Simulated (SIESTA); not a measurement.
Runs of SIESTA 5.4.2 on Si2W. Symmetry: I4/mmm, No. 139, tetragonal system. The conventional cell has a = 3.214 Å, b = 3.214 Å, c = 7.830 Å, α = 90.00°, β = 90.00°, γ = 90.00°. W (site symmetry 4/mmm) is surrounded by 10 Si at 2.62 Å. Si (site symmetry 4mm) has 5 Si at 2.59 to 2.63 Å and 5 W at 2.62 Å as nearest neighbours. 

| task | level | potentials or basis | cell | k mesh | broadening (eV) | window from (eV) | window to (eV) | energy points | k mesh for the DOS | energy shift | gap on the mesh (eV) | pressure (GPa) | largest force (eV/Å) |
| --- | --- | --- | --- | --- | --- | --- | --- | --- | --- | --- | --- | --- | --- |
| density of states | LDA | PseudoDojo 0.4 standard (LDA files), TZP (energy shift 0.002 Ry) | as given | 9 × 9 × 9 | 0.1 eV | -10 eV | 5 eV | 301 | 14 × 14 × 14 | 0.002 Ry | none | -5.9 | 0.07 |
| band structure | PBE | PseudoDojo 0.4 standard (PBE files), TZP (energy shift 0.01 Ry) | as given | 12 × 12 × 12 | - | - | - | - | - | 0.01 Ry | none | 4.0 | (b) |
| band structure | PBE | PseudoDojo 0.4 standard (PBE files), DZP (energy shift 0.003 Ry; two zetas on semicore shells) | as given | 12 × 12 × 12 | - | - | - | - | - | 0.003 Ry | none | (c) | (d) |
| band structure | PBEsol | PseudoDojo 0.4 standard (PBEsol files), DZP (energy shift 0.003 Ry; two zetas on semicore shells) | as given | 9 × 9 × 9 | - | - | - | - | - | 0.003 Ry | none | -0.7 | 0.08 |
| band structure | PBEsol | PseudoDojo 0.4 standard (PBEsol files), TZP (energy shift 0.002 Ry) | as given | 9 × 9 × 9 | - | - | - | - | - | 0.002 Ry | none | (a) | 0.01 |
| relaxation of cell and atoms | PBEsol | PseudoDojo 0.4 standard (PBEsol files), DZP (energy shift 0.003 Ry; two zetas on semicore shells) | relaxed | 9 × 9 × 9 | - | - | - | - | - | 0.003 Ry | none | 0.0 | - |
| single point | PBE | PseudoDojo 0.4 standard (PBE files), DZP (energy shift 0.002 Ry) | as given | 12 × 12 × 12 | - | - | - | - | - | 0.002 Ry | none | 4.0 | 0.14 |
| band structure | LDA | PseudoDojo 0.4 standard (LDA files), DZP (energy shift 0.003 Ry; two zetas on semicore shells) | as given | 12 × 12 × 12 | - | - | - | - | - | 0.003 Ry | none | -5.0 | 0.03 |
| band structure | vdW-DF-cx | PseudoDojo 0.4 standard (PBE files), DZP (energy shift 0.003 Ry; two zetas on semicore shells) | as given | 12 × 12 × 12 | - | - | - | - | - | 0.003 Ry | none | 2.5 | 0.10 |
| density of states | LDA | PseudoDojo 0.4 standard (LDA files), TZP (energy shift 0.003 Ry; two zetas on semicore shells) | as given | 9 × 9 × 9 | 0.1 eV | -10 eV | 5 eV | 301 | 14 × 14 × 14 | 0.003 Ry | none | -5.9 | 0.06 |
| single point | PBEsol | PseudoDojo 0.4 standard (PBEsol files), DZP (energy shift 0.003 Ry; two zetas on semicore shells) | as given | 12 × 12 × 12 | - | - | - | - | - | 0.003 Ry | none | -0.7 | 0.11 |

Alike in all rows: no spin polarisation; smearing fermi-dirac 0.05 eV; grid cutoff 800 Ry.

Fill in the values left out.

(a) -1.6; (b) 0.04; (c) 4.6; (d) 0.16.

Caveats: the basis of atomic orbitals isn't converged, which shifts pressures, moduli and gaps; short orbitals over semicore shells can move pressures by several GPa (some runs); semicore shells carry a single zeta, which can move pressures by several GPa and volumes by a few percent (some runs); the potentials were made for another functional, which shifts forces and pressure (some runs).

A k mesh can miss the band edges, and the runs leave out spin-orbit coupling on W.

A gap of «none» marks a metal or a gap under the smearing width.

Not every run made on this cell is shown here.
